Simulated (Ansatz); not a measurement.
LiF in the NiAs-type structure, relaxed with r2SCAN: 10 runs in Ansatz, each a construction of maximally localised Wannier functions. It is hexagonal, P6_3/mmc (No. 194); a = 2.776 Å, c = 4.783 Å in the conventional setting, 7.98 Å³ an atom. Li is surrounded by 6 F at 2.00 Å; F is surrounded by 6 Li at 2.00 Å. No spin polarisation. The prototype was imposed, so other structures may be more stable.

```yaml
crystal:
  lattice:
    - [2.77571, 0.00000, 0.00000]
    - [-1.38785, 2.40383, 0.00000]
    - [0.00000, 0.00000, 4.78269]
  atoms:
    - { symbol: Li, position: [0.00000, 0.00000, 0.00000] }
    - { symbol: Li, position: [0.00000, 0.00000, 0.50000] }
    - { symbol: F, position: [0.33333, 0.66667, 0.25000] }
    - { symbol: F, position: [0.66667, 0.33333, 0.75000] }
```

Windows count from the top of the filled bands; a dash means that no such window was set (without an outer window there is no disentanglement). Rows marked drawn have settings drawn at random (some not listed).

| functional | SCF mesh | trial orbitals | functions | mesh | window (eV) | frozen (eV) | settings | Ω total (Å²) | Ω invariant (Å²) | largest spread (Å²) | least projectability | interpolation miss of the model's filled bands (eV, to the nearest computed level) |
| --- | --- | --- | --- | --- | --- | --- | --- | --- | --- | --- | --- | --- |
| PBE | 9×9×4 | F s, F p | 8 | 6×6×2 | – | – | chosen | 3.46 | 2.83 | 0.44 | 0.98 | 0.014 |
| PBE | 9×9×4 | F s, F p | 8 | 12×12×6 | – | – | chosen | 3.56 | 2.92 | 0.45 | 0.98 | 0.000 |
| r2SCAN | 9×9×4 | F s, F p | 8 | 9×9×4 | – | – | chosen | 3.47 | 2.83 | 0.44 | 0.98 | 0.000 |
| r2SCAN | 9×9×4 | F p | 6 | 9×9×4 | – | – | chosen | 3.38 | 3.38 | 0.57 | 0.97 | 0.000 |
| HSE06 | 9×9×4 | F s, F p | 8 | 9×9×4 | – | – | chosen | 3.45 | 2.81 | 0.44 | 0.98 | – |
| PBE | 9×9×4 | Li s, F p | 8 | 9×9×4 | -11.5 to +24.1 | – | drawn | 6.77 | 6.72 | 2.23 | 0.51 | 1.168 |
| PBE | 9×9×4 | F p | 6 | 9×9×4 | -22.1 to +26.5 | – | drawn | 2.22 | 2.22 | 0.37 | 0.91 | 1.350 |
| PBE | 9×9×4 | Li s, F p | 8 | 9×9×4 | -25.9 to +23.0 | – | drawn | 6.77 | 6.71 | 2.21 | 0.66 | 1.148 |

Q: Estimate from these rows what the further settings give.
```json
{"functional": "PBE", "SCF mesh": "9×9×4", "trial orbitals": "F p", "functions": "6", "mesh": "9×9×4", "window (eV)": "–", "frozen (eV)": "–", "settings": "chosen"}
{"functional": "PBE", "SCF mesh": "9×9×4", "trial orbitals": "F s, F p", "functions": "8", "mesh": "9×9×4", "window (eV)": "–", "frozen (eV)": "–", "settings": "chosen"}
```

A:

| functional | SCF mesh | trial orbitals | functions | mesh | window (eV) | frozen (eV) | settings | Ω total (Å²) | Ω invariant (Å²) | largest spread (Å²) | least projectability | interpolation miss of the model's filled bands (eV, to the nearest computed level) |
| --- | --- | --- | --- | --- | --- | --- | --- | --- | --- | --- | --- | --- |
| PBE | 9×9×4 | F p | 6 | 9×9×4 | – | – | chosen | 3.46 | 3.45 | 0.58 | 0.97 | 0.001 |
| PBE | 9×9×4 | F s, F p | 8 | 9×9×4 | – | – | chosen | 3.54 | 2.90 | 0.45 | 0.98 | 0.001 |

For F s, F p with PBE the spread goes 3.46 Å² (6×6×2), 3.54 Å² (9×9×4), 3.56 Å² (12×12×6): finite differences on a coarse mesh understate it.
